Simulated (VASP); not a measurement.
# Y (Fd-3m) in VASP: single point with LDA

Aim: the single point of Y with LDA.

Everything below comes from runs of VASP 6.6.1. Logs are shortened: lines on timing, memory, paths and dates and some standing lists are left out, and cuts for length are marked.

## 1. The crystal as given

Symmetry: Fd-3m, No. 227, cubic system. The conventional cell has a = 6.655 Å, b = 6.655 Å, c = 6.655 Å, α = 90.00°, β = 90.00°, γ = 90.00°. Y (site symmetry -43m) has 4 Y at 2.88 Å as nearest neighbours.

The cell was built by a generator and needn't be a form met in nature.

## 2. Single point, LDA

Input file INCAR:

```
SYSTEM = Y
ALGO = Normal
EDIFF = 1E-6
ENCUT = 520
ISIF = 2
ISMEAR = -1
LASPH = .TRUE.
LCHARG = .FALSE.
LREAL = .FALSE.
LWAVE = .FALSE.
NBANDS = 18
NELM = 60
PREC = Accurate
SIGMA = 0.13605693000000002
```

Input file KPOINTS:

```
k-points
0
G
  8 8 8
  0 0 0
```

Input file POSCAR:

```
Y
1.0
    0.0000000000      3.3274117088      3.3274117088
    3.3274117088      0.0000000000      3.3274117088
    3.3274117088      3.3274117088      0.0000000000
Y
2
Direct
    0.0000000000      0.0000000000      0.0000000000
    0.2500000000      0.2500000000      0.2500000000
```

Potentials or basis: VASP PAW LDA potentials, release 64 (Y_sv).

Started as:

```
$ cat potpaw_LDA.64/Y_sv/POTCAR > POTCAR
$ mpirun -np 1 vasp_std > vasp.out
```

OUTCAR:

```text
SYSTEM = Y
   EDIFF = 1E-6
   ENCUT = 520
   ISIF = 2
   ISMEAR = -1
   LASPH = .TRUE.
   LREAL = .FALSE.
   NELM = 60
   PREC = Accurate

 ion  position               nearest neighbor table
   1  0.000  0.000  0.000-   2 2.88   2 2.88   2 2.88   2 2.88
   2  0.250  0.250  0.250-   1 2.88   1 2.88   1 2.88   1 2.88

  LATTYP: Found a face centered cubic cell.
 ALAT       =     6.6548234176

  Lattice vectors:

 A1 = (   0.0000000000,   3.3274117088,   3.3274117088)
 A2 = (   3.3274117088,   0.0000000000,   3.3274117088)
 A3 = (   3.3274117088,   3.3274117088,   0.0000000000)

Analysis of symmetry for initial positions (statically):
=====================================================================
 Subroutine PRICEL returns:
 Original cell was already a primitive cell.

 Routine SETGRP: Setting up the symmetry group for a
 face centered cubic supercell.

 Subroutine GETGRP returns: Found 48 space group operations
 (whereof 24 operations were pure point group operations)
 out of a pool of 48 trial point group operations.

The static configuration has the point symmetry T_d .
 The point group associated with its full space group is O_h .

Analysis of symmetry for dynamics (positions and initial velocities):
=====================================================================
 Subroutine PRICEL returns:
 Original cell was already a primitive cell.

 Routine SETGRP: Setting up the symmetry group for a
 face centered cubic supercell.

 Subroutine GETGRP returns: Found 48 space group operations
 (whereof 24 operations were pure point group operations)
 out of a pool of 48 trial point group operations.

The dynamic configuration has the point symmetry T_d .
 The point group associated with its full space group is O_h .

 Subroutine INISYM returns: Found 48 space group operations
 (whereof 24 operations are pure point group operations),
 and found     1 'primitive' translations

----------------------------------------------------------------------------------------

                                     Primitive cell

  volume of cell :      73.6800

  direct lattice vectors                    reciprocal lattice vectors
     0.000000000  3.327411709  3.327411709    -0.150266947  0.150266947  0.150266947
     3.327411709  0.000000000  3.327411709     0.150266947 -0.150266947  0.150266947
     3.327411709  3.327411709  0.000000000     0.150266947  0.150266947 -0.150266947

  length of vectors
     4.705670766  4.705670766  4.705670766     0.260269987  0.260269987  0.260269987

  position of ions in fractional coordinates (direct lattice)
     0.000000000  0.000000000  0.000000000
     0.250000000  0.250000000  0.250000000

  ion indices of the primitive-cell ions
   primitive index   ion index
                 1           1
                 2           2

----------------------------------------------------------------------------------------

 KPOINTS: k-points

Automatic generation of k-mesh.
 Grid dimensions read from file:
 generate k-points for:    8    8    8

 Generating k-lattice:

  Cartesian coordinates                     Fractional coordinates (reciprocal lattice)
    -0.018783368  0.018783368  0.018783368     0.125000000  0.000000000  0.000000000
     0.018783368 -0.018783368  0.018783368     0.000000000  0.125000000  0.000000000
     0.018783368  0.018783368 -0.018783368     0.000000000  0.000000000  0.125000000

  Length of vectors
     0.032533748  0.032533748  0.032533748

  Shift w.r.t. Gamma in fractional coordinates (k-lattice)
     0.000000000  0.000000000  0.000000000

 Subroutine IBZKPT returns following result:
 ===========================================

 Found     29 irreducible k-points:

 Following reciprocal coordinates:
            Coordinates               Weight
  0.000000  0.000000  0.000000      1.000000
  0.125000  0.000000  0.000000      8.000000
  0.250000  0.000000  0.000000      8.000000
  0.375000  0.000000  0.000000      8.000000
  0.500000  0.000000  0.000000      4.000000
  0.125000  0.125000  0.000000      6.000000
[... 16 lines left out ...]
  0.500000  0.250000  0.125000     48.000000
 -0.375000  0.250000  0.125000     24.000000
 [... further k-points ...]
   k-points           NKPTS =     29   k-points in BZ     NKDIM =     29   number of bands    NBANDS=     18
   number of dos      NEDOS =    301   number of ions     NIONS =      2
   total plane-waves  NPLWV =  46656
   dimension x,y,z NGX =    36 NGY =   36 NGZ =   36
   dimension x,y,z NGXF=    72 NGYF=   72 NGZF=   72
   ions per type =               2
   NGX,Y,Z   is equivalent  to a cutoff of  12.72, 12.72, 12.72 a.u.
   NGXF,Y,Z  is equivalent  to a cutoff of  25.44, 25.44, 25.44 a.u.
 SYSTEM =  Y
   PREC   = accura    normal or accurate (medium, high low for compatibility)
   ISTART =      0    job   : 0-new  1-cont  2-samecut
   ICHARG =      2    charge: 1-file 2-atom 10-const
   ISPIN  =      1    spin polarized calculation?
   LNONCOLLINEAR =      F non collinear calculations
   LSORBIT =      F    spin-orbit coupling
   LASPH  =      T    aspherical Exc in radial PAW
   ENCUT  =  520.0 eV  38.22 Ry    6.18 a.u.   8.75  8.75  8.75*2*pi/ulx,y,z
   NELM   =     60;   NELMIN=  2; NELMDL= -5     # of ELM steps
   EDIFF  = 0.1E-05   stopping-criterion for ELM
   LREAL  =      F    real-space projection
   EDIFFG = 0.1E-04   stopping-criterion for IOM
   NSW    =      0    number of steps for IOM
   IBRION =     -1    ionic relax: 0-MD 1-quasi-New 2-CG
   NFREE  =      0    steps in history (QN), initial steepest desc. (CG)
   ISIF   =      2    stress and relaxation
   ISYM   =      2    0-nonsym 1-usesym 2-fastsym
   POTIM  = 0.5000    time-step for ionic-motion
   TEBEG  =    0.0;   TEEND  =   0.0 temperature during run
   PSTRESS=    0.0 pullay stress
   NELECT =      22.0000    total number of electrons
   NUPDOWN=      -1.0000    fix difference up-down
   EMIN   =  10.00;   EMAX   =-10.00  energy-range for DOS
   EFERMI =   0.00;   METHOD = LEGACY
   ISMEAR =    -1;   SIGMA  =   0.14  broadening in eV -4-tet -1-fermi 0-gaus
   EFERMI_NEDOS =   21; number of points for ismear=-14 and -15
   IALGO  =     38    algorithm
   IMIX   =      4    mixing-type and parameters
     AMIX     =   0.40;   BMIX     =  1.00
     AMIX_MAG =   1.60;   BMIX_MAG =  1.00
  volume/ion in A,a.u.               =      36.84       248.61
  Fermi-wavevector in a.u.,A,eV,Ry     =   1.094206  2.067750 16.290082  1.197287
  Thomas-Fermi vector in A             =   2.230506
   LORBIT       =      0    0 simple, 1 ext, 2 COOP (PROOUT), +10 PAW based schemes
   GGA     = CA    functional components
   LHFCALC =     F    Hartree Fock is set to
   AEXX    =    0.0000 exact exchange contribution
   IVDW    =     0    specifies the selected vdW correction
   LEPSILON=     F    determine dielectric tensor
   LRPA    =     F    only Hartree local field effects (RPA)
 non-spin polarized calculation
  energy-cutoff  :      520.00
  volume of cell :       73.68
 maximum number of plane-waves:      2012
   NGX = 17   NGY = 17   NGZ = 17

 number of electron      21.9999999 magnetization

 Free energy of the ion-electron system (eV)
  ---------------------------------------------------
  ext. energy  EPLUGINS =         0.00000000
  ---------------------------------------------------
  free energy    TOTEN  =       -10.11556321 eV

  energy without entropy =       -9.88743507  energy(sigma->0) =      -10.00149914

 E-fermi :   1.8486     XC(G=0):  -8.9722

 val. band max:        1.8339682847   @ k =   0.3750   0.2500   0.0000
 cond. band min:       1.8794468203   @ k =   0.2500   0.1250   0.0000
 fundamental gap:      0.0454785356
 Fermi energy:         1.8485628754

 k-point     1 :       0.0000    0.0000    0.0000
  band No.  band energies     occupation
      1     -41.0260      2.00000
      2     -40.5168      2.00000
      3     -21.4361      2.00000
      4     -21.4361      2.00000
      5     -21.4361      2.00000
      6     -20.5131      2.00000
[... 10 lines left out ...]
     17       4.2463      0.00000
     18       7.8052      0.00000

 k-point     2 :       0.1250    0.0000    0.0000
  band No.  band energies     occupation
      1     -41.0120      2.00000
      2     -40.5316      2.00000
      3     -21.4542      2.00000
      4     -21.4542      2.00000
      5     -21.4369      2.00000
      6     -20.5139      2.00000
[... 10 lines left out ...]
     17       4.2139      0.00000
     18       7.7356      0.00000

 k-point     3 :       0.2500    0.0000    0.0000
  band No.  band energies     occupation
      1     -40.9740      2.00000
      2     -40.5716      2.00000
      3     -21.4950      2.00000
      4     -21.4950      2.00000
      5     -21.4403      2.00000
      6     -20.5139      2.00000
[... 10 lines left out ...]
     17       4.3638      0.00000
     18       7.5044      0.00000

 k-point     4 :       0.3750    0.0000    0.0000
  band No.  band energies     occupation
      1     -40.9264      2.00000
      2     -40.6212      2.00000
      3     -21.5326      2.00000
      4     -21.5326      2.00000
      5     -21.4456      2.00000
      6     -20.5114      2.00000
[... 375 lines left out ...]
      4     -21.5429      2.00000
      5     -21.3220      2.00000
      6     -20.6364      2.00000
[... 10 lines left out ...]
     17       4.5248      0.00000
     18       6.4061      0.00000

 k-point    23 :       0.5000    0.2500    0.1250
  band No.  band energies     occupation
      1     -40.8919      2.00000
      2     -40.6569      2.00000
      3     -21.6383      2.00000
      4     -21.5758      2.00000
      5     -21.2705      2.00000
      6     -20.6857      2.00000
[... 10 lines left out ...]
     17       5.0770      0.00000
     18       5.8697      0.00000

 k-point    24 :      -0.3750    0.2500    0.1250
  band No.  band energies     occupation
      1     -40.8646      2.00000
      2     -40.6848      2.00000
      3     -21.6562      2.00000
      4     -21.5910      2.00000
      5     -21.2473      2.00000
      6     -20.7074      2.00000
[... 10 lines left out ...]
     17       4.8908      0.00000
     18       6.3415      0.00000

 [... further k-points ...]

------------------------ aborting loop because EDIFF is reached ----------------------------------------

  FORCE on cell =-STRESS in cart. coord.  units (eV):
  Direction    XX          YY          ZZ          XY          YZ          ZX
  --------------------------------------------------------------------------------------
  -------------------------------------------------------------------------------------
  Total       -0.0222152     -0.0222152     -0.0222152      0.0000000     -0.0000000      0.0000000
  in kB       -0.4830703     -0.4830703     -0.4830703      0.0000000     -0.0000000      0.0000000
  external PRESSURE =      -0.4830703 kB  Pullay stress =       0.0000000 kB

 VOLUME and BASIS-vectors are now :
 -----------------------------------------------------------------------------
  energy-cutoff  :      520.00
  volume of cell :       73.68
      direct lattice vectors                 reciprocal lattice vectors
     0.000000000  3.327411709  3.327411709    -0.150266947  0.150266947  0.150266947
     3.327411709  0.000000000  3.327411709     0.150266947 -0.150266947  0.150266947
     3.327411709  3.327411709  0.000000000     0.150266947  0.150266947 -0.150266947

 POSITION                                       TOTAL-FORCE (eV/Angst)
 -----------------------------------------------------------------------------------
      0.00000      0.00000      0.00000         0.000000     -0.000000     -0.000000
      1.66371      1.66371      1.66371        -0.000000      0.000000      0.000000
 -----------------------------------------------------------------------------------
    total drift:                                0.000000      0.000000      0.000000

  FREE ENERGIE OF THE ION-ELECTRON SYSTEM (eV)
  ---------------------------------------------------
  free  energy   TOTEN  =       -10.1155632119 eV

  energy  without entropy=       -9.8874350717  energy(sigma->0) =      -10.00149914
```

It took 46 s on 1 thread of Intel Xeon Platinum 8259CL at 2.50GHz (Skylake/Cascade Lake), shared host; peak memory 0.19 GiB.

Results:

| Quantity | Value |
| --- | --- |
| Free energy | -10.1156 eV |
| Pressure | 0.0 GPa |
| Band gap on the k mesh | none (metal or under the smearing width) |
